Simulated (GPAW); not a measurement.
ZnS:

```
CELL_PARAMETERS angstrom
0.00000 2.70200 2.70200
2.70200 0.00000 2.70200
2.70200 2.70200 0.00000
ATOMIC_POSITIONS crystal
Zn 0.75000 0.75000 0.75000
S 0.00000 0.00000 0.00000
```

| Property | Result |
| --- | --- |
| Program | GPAW 26.7.0 |
| Task | relaxation of cell and atoms |
| Functional | LDA |
| Potentials or basis | the program's PAW data sets (release 1.2.1) made for this functional |
| Cutoff | 600 eV |
| Basis | pw |
| k mesh | 9 × 9 × 9 |
| Occupations | fermi-dirac, width 0.05 eV |
| Spin | no spin polarisation |

At the start: pressure -4.9 GPa; volume 19.73 Å³/atom.

How do energy, volume and symmetry change on relaxing?

Over 3 steps the energy falls by 19.7 meV/atom and the volume is 18.40 Å³/atom (-6.7 %); space group F-43m (No. 216, to 0.05 Å).

Step by step:
| step | energy change (eV) | largest force (eV/Å) | pressure (GPa) | volume (Å³) |
| --- | --- | --- | --- | --- |
| 1 | 0.0000 | 0.0000 | -4.92 | 39.45 |
| 2 | -0.0141 | 0.0000 | -4.05 | 38.95 |
| 3 | -0.0393 | 0.0000 | 0.40 | 36.80 |

Final structure:
```yaml
crystal:
  lattice:
    - [0.00000, 2.63995, 2.63995]
    - [2.63995, 0.00000, 2.63995]
    - [2.63995, 2.63995, 0.00000]
  atoms:
    - { symbol: Zn, position: [0.75000, 0.75000, 0.75000] }
    - { symbol: S, position: [0.00000, 0.00000, 0.00000] }
```

Caveat: later steps reuse the first step's grids.
